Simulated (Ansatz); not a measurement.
Runs of Ansatz 0.2.0 on Yb. The structure is cubic, space group Im-3m (No. 229). Conventional cell: a = 4.303 Å, b = 4.303 Å, c = 4.303 Å, α = 90.00°, β = 90.00°, γ = 90.00°. Yb (site symmetry m-3m) has 8 Yb at 3.73 Å as nearest neighbours. This isn't the form of Yb at room conditions, which is fcc.

```csv
task,level,spin,U,cutoff (eV),smearing,gap on the mesh (eV),pressure (GPa),moment (μB)
single point,PBEsol,"collinear, ferromagnetic start",-,184,gaussian 0.05 eV,none,-3.4,0.00
single point,PBEsol,"collinear, ferromagnetic start",-,184,fermi-dirac 0.05 eV,none,-3.4,0.00
single point,PBEsol,off,-,184,fermi-dirac 0.05 eV,none,-3.4,-
density of states,PBEsol+U,"collinear, ferromagnetic start",Yb f U = 6 eV,184,fermi-dirac 0.05 eV,none,(a),0.00
density of states,PBEsol+U,"collinear, ferromagnetic start",Yb f U = 4 eV,184,fermi-dirac 0.05 eV,none,-1.8,0.00
band structure,LDA,"collinear, ferromagnetic start",-,185,fermi-dirac 0.05 eV,-,-4.6,0.00
density of states,PBEsol+U,"collinear, ferromagnetic start",Yb f U = 8 eV,184,fermi-dirac 0.05 eV,none,-1.0,0.00
density of states,PBEsol+U,"collinear, ferromagnetic start",Yb f U = 2 eV,184,fermi-dirac 0.05 eV,none,(b),0.00
```

Alike in all rows: potentials or basis all-electron LAPW, scalar-relativistic; cell as given; k mesh 9 × 9 × 9; basis error allowed 0.001 eV/atom.

Question: Fill in the values left out.

Answer: (a) -1.3; (b) -2.4.

Caveats: an open f shell can end in a state above the lowest; spin-orbit coupling is left out, which moves the levels of the heavy elements (some runs); the magnetic state may not be the lowest (some runs); U is the effective U less J, on atomic orbitals that reach past the spheres (some runs).

A k mesh can miss the band edges, and the runs leave out spin-orbit coupling on Yb.

A gap of «none» marks a metal or a gap under the smearing width.

Not every run made on this cell is shown here.
